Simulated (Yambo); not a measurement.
# BAs (F-43m) in Yambo: notebook, part 2 of 2

Yambo 5.3.0. Earlier steps stand in the parts before.

## (4) Optical spectrum by the Bethe-Salpeter equation, PBE

Input file bse2.in:

```
optics
bse
bss
rim_cut
em1s
RandQpts= 1000000
RandGvec= 50 RL
Chimod= "HARTREE"
% BndsRnXs
 1 | 34 |
%
NGsBlkXs= 5 Ry
% LongDrXs
 1 | 0 | 0 |
%
BSKmod= "SEX"
BSEmod= "retarded"
BSSmod= "d"
% BSEQptR
 1 | 1 |
%
% BSEBands
 8 | 11 |
%
BSENGexx= 20 Ry
BSENGBlk= 5 Ry
% BEnRange
 0 | 20 | eV
%
% BDmRange
 0.1 | 0.1 | eV
%
BEnSteps= 200
% BLongDir
 1 | 0 | 0 |
%
BSEprop= "abs"
WRbsWF
% KfnQP_E
 0.77 | 1.0 | 1.0 |
%
```

Input file scf.in:

```
&CONTROL
  calculation = 'scf'
  prefix = 'pwscf'
  outdir = './tmp'
  pseudo_dir = './pseudo'
/
&SYSTEM
  ibrav = 0
  nat = 2
  ntyp = 2
  ecutwfc = 84
  nbnd = 15
  occupations = 'smearing'
  smearing = 'fd'
  degauss = 0.00367493
  force_symmorphic = .true.
/
&ELECTRONS
  conv_thr = 4d-10
  electron_maxstep = 120
  mixing_beta = 0.5
/
ATOMIC_SPECIES
As    74.9216 As.upf
B     10.8100 B.upf
CELL_PARAMETERS angstrom
   0.0000000000    2.3885000000    2.3885000000
   2.3885000000    0.0000000000    2.3885000000
   2.3885000000    2.3885000000    0.0000000000
ATOMIC_POSITIONS crystal
As     0.7500000000    0.7500000000    0.7500000000
B      0.0000000000    0.0000000000    0.0000000000
K_POINTS automatic
10 10 10 0 0 0
```

Input file nscf.in:

```
&CONTROL
  calculation = 'nscf'
  prefix = 'pwscf'
  outdir = './tmp'
  pseudo_dir = './pseudo'
/
&SYSTEM
  ibrav = 0
  nat = 2
  ntyp = 2
  ecutwfc = 84
  nbnd = 159
  occupations = 'fixed'
  force_symmorphic = .true.
/
&ELECTRONS
  conv_thr = 1d-08
  diago_full_acc = .true.
  diago_thr_init = 1d-06
/
ATOMIC_SPECIES
As    74.9216 As.upf
B     10.8100 B.upf
CELL_PARAMETERS angstrom
   0.0000000000    2.3885000000    2.3885000000
   2.3885000000    0.0000000000    2.3885000000
   2.3885000000    2.3885000000    0.0000000000
ATOMIC_POSITIONS crystal
As     0.7500000000    0.7500000000    0.7500000000
B      0.0000000000    0.0000000000    0.0000000000
K_POINTS automatic
4 4 4 0 0 0
```

Potentials or basis: PseudoDojo 0.4.1 SR PBE standard.

Command:

```bash
OMP_NUM_THREADS=1 pw.x -in scf.in > scf.out
OMP_NUM_THREADS=1 pw.x -in nscf.in > nscf.out
cd tmp/pwscf.save; p2y; mv SAVE ../..; cd ../..
OMP_NUM_THREADS=1 yambo
mkdir -p bse2; ln -s $PWD/g0w00/ndb.RIM bse2/
OMP_NUM_THREADS=1 yambo -F bse2.in -J bse2 -C bse2_out
OMP_NUM_THREADS=1 ypp -J bse2 -C bse2_out -e s -b 1
```

Yambo's report:

```text
[... sections 02.01 to 02.04 as in the set-up run ...]

  [02.05] Energies & Occupations
  ==============================

  [X] === General ===
  [X] Electronic Temperature                        :  0.000000  0.000000 [eV K]
  [X] Bosonic    Temperature                        :  0.000000  0.000000 [eV K]
  [X] Finite Temperature mode                       : no
  [X] El. density                                   :  0.66049E+24 [cm-3]
  [X] Fermi Level                                   :  11.34206 [eV]

  [X] === Gaps and Widths ===
  [X] Conduction Band Min                           :  1.454241 [eV]
  [X] Valence Band Max                              :  0.000000 [eV]
  [X] Filled Bands                                  :   9
  [X] Empty Bands                                   :   10  159
  [X] Direct Gap                                    :  3.292534 [eV]
  [X] Direct Gap localized at k                     :  1
  [X] Indirect Gap                                  :  1.454241 [eV]
  [X] Indirect Gap between kpts                     :   1   7
  [X] Last valence band width                       :  5.184561 [eV]
  [X] 1st conduction band width                     :  3.824086 [eV]

 [03] Transferred momenta grid and indexing
 ==========================================

 [BZ sampling] Q-grid is User defined and/or read from the database

 IBZ Q-points                                      :   8
 BZ  Q-points                                      :   64

 K/Q-points units:
 rlu = crystal or reduced units; cc = cartesian coordinates; iku = interal k-units

 Q [1]          [rlu]:  0.000000  0.000000  0.000000
 Q [2]          [rlu]:  0.31652E-17  0.31652E-17  0.25000
 Q [3]          [rlu]: -0.63303E-17 -0.63303E-17 -0.50000
 Q [4]          [rlu]: -0.18488E-16  0.25000      0.25000
 Q [5]          [rlu]: -0.34720E-18  0.25000      0.50000
 Q [6]          [rlu]: -0.63303E-17  0.25000     -0.25000
 Q [7]          [rlu]:  0.36976E-16 -0.50000     -0.50000
 Q [8]          [rlu]:  0.250000 -0.500000 -0.250000

  [03.01] X + BSE indexes
  =======================

   [03.01.01] Sigma indexes
   ========================

   [WR./SAVE//ndb.kindx]-----------------------------------------------------------
    Fragmentation                                    : no
    Polarization last K ( bz)                        :   64
    Polarization last K (ibz)                        :   8
    QP states                                        :   1   8
[... 207 lines left out ...]
     [K] Exchange                                     : no [cpl]
     [K] Correlation                                  : no [cpl]
     [K] W interaction is bare                        : no
     [K] ALDA kernel in R-space                       : no
     [K] RL vectors                                   :  307 [exchange]
     [K] RL vectors                                   :   51 [correlation]
     [K] E/h energy range                             : -1.000000 -1.000000 [eV]
     [K] Coupling range                               :  100.0000  100.0000 [o/o]
     [W] Interaction is diagonal                      : no
     [W] Matrix size                                  :   51
     [W] Bands                                        :    1   34
     [W] e/h energy range                             : -1.000000 -1.000000 [eV]
     [W] Poles                                        :  100.0000 [o/o]
     [W] RL vectors in the sum                        :  3071
     [W] [r,Vnl] included                             : yes
     [W] Field direction                              :  0.100000E-4   0.00000      0.00000
     [W] Coulomb Cutoff                               : none
     [W] Hxc Kernel                                   : HARTREE
     [RIM] RL components                              :   51 [col]
     [RIM] Random points                              :  1000000 [col]
     [SOC] Perturbative SOC                           : no
     [K] Kernel long-range exchange                   : BAR

    [08.01.05.03] Wave-Function Phases
    ==================================

    [BSE] WF phases found       :  47.13542 [o/o]

   [08.01.06] BSE solver(s) @q1
   ============================

   [08.01.07] Diago Solver @q1
   ===========================

   [WR./bse2//ndb.BS_diago_Q1]-----------------------------------------------------
    BS kernel          energies                      : Perdew, Burke & Ernzerhof(X)+Perdew, Burke & Ernzerhof(C)+ user defined corrections @E
    [K] Identifier                                   :  1348
    [K] Dimension                                    :  256
    [K] Bands                                        :   8  11
    [K] Exchange                                     : yes [res]
    [K] Correlation                                  : yes [res]
    [K] Kernel`s coupling                            : no
    [K] Exchange                                     : no [cpl]
    [K] Correlation                                  : no [cpl]
    [K] W interaction is bare                        : no
    [K] ALDA kernel in R-space                       : no
    [K] RL vectors                                   :  307 [exchange]
    [K] RL vectors                                   :   51 [correlation]
    [K] E/h energy range                             : -1.000000 -1.000000 [eV]
    [K] Coupling range                               :  100.0000  100.0000 [o/o]
    [W] Interaction is diagonal                      : no
    [W] Matrix size                                  :   51
    [W] Bands                                        :    1   34
    [W] e/h energy range                             : -1.000000 -1.000000 [eV]
    [W] Poles                                        :  100.0000 [o/o]
    [W] RL vectors in the sum                        :  3071
    [W] [r,Vnl] included                             : yes
    [W] Field direction                              :  0.100000E-4   0.00000      0.00000
    [W] Coulomb Cutoff                               : none
    [W] Hxc Kernel                                   : HARTREE
    [RIM] RL components                              :   51 [col]
    [RIM] Random points                              :  1000000 [col]
    [SOC] Perturbative SOC                           : no
    [K] Kernel long-range exchange                   : BAR
    [BSS] Eigenstates included                       : yes
    [BSS] Field direction                            :  0.100000E-4   0.00000      0.00000
    [BSS] Eigenstates computed                       :  256
    [BSS] Number of BSE matrices                     :  1
```

Run time: 77 s. Hardware: 1 thread of Arm Neoverse V1, shared host; peak memory 0.28 GiB.

Results:

```
Band gap on the k mesh, mean-field level : 1.45 eV, indirect (least direct gap 3.29 eV)
Exciton binding energy                   : 0.21 eV
Lowest exciton energy                    : 3.85 eV
Lowest bright exciton energy             : 3.85 eV
```

Dielectric function (along the field direction of the input):
| energy (eV) | real part | imaginary part |
| --- | --- | --- |
| 0.30 | 12.51 | 0.03 |
| 0.90 | 12.86 | 0.09 |
| 1.61 | 13.81 | 0.19 |
| 2.31 | 15.68 | 0.37 |
| 3.02 | 19.62 | 0.86 |
| 3.62 | 29.57 | 4.25 |
| 4.32 | 42.02 | 9.80 |
| 5.03 | -22.52 | 28.10 |
| 5.73 | 30.01 | 23.85 |
| 6.33 | -26.94 | 10.72 |
| 7.04 | -10.57 | 2.43 |
| 7.74 | -6.23 | 6.17 |
| 8.44 | -6.17 | 0.82 |
| 9.05 | -5.09 | 0.59 |
| 9.75 | -4.00 | 0.44 |
| 10.45 | -2.43 | 0.23 |
| 11.16 | -2.58 | 2.43 |
| 11.76 | -2.58 | 1.14 |
| 12.46 | -1.96 | 0.10 |
| 13.17 | -1.45 | 0.06 |
| 13.87 | -1.11 | 0.04 |
| 14.47 | -0.89 | 0.03 |
| 15.18 | -0.68 | 0.03 |
| 15.88 | -0.50 | 0.02 |
| 16.58 | -0.35 | 0.02 |
| 17.19 | -0.25 | 0.02 |
| 17.89 | -0.14 | 0.01 |
| 18.59 | -0.04 | 0.01 |
| 19.30 | 0.04 | 0.01 |
| 20.00 | 0.11 | 0.01 |

Lowest exciton energies (eV): 3.85, 3.85, 3.86, 3.88, 4.71, 4.71, 4.71, 4.74

Excitons:
```
energy (eV)  strength (relative to the strongest)
      3.851                                   0.1
      3.854                                 0.061
      3.862                                0.0027
      3.883                                0.0021
      4.706                                 0.078
      4.707                                     1
      4.708                                 0.083
      4.742                               0.00018
      4.743                                0.0014
      4.744                               1.9e-05
      4.778                               0.00011
      4.779                               4.9e-06
```

Caveat: the k mesh is coarse (spacing up to 0.57 Å⁻¹), so the values aren't converged; this k mesh misses the band edges, so its gaps are larger than the crystal's; the scissor is the correction of the direct gap in an earlier G0W0 run on the same states; exciton energies and binding change strongly with the k mesh and aren't converged on this one; spectra need much finer meshes, so this one isn't converged.
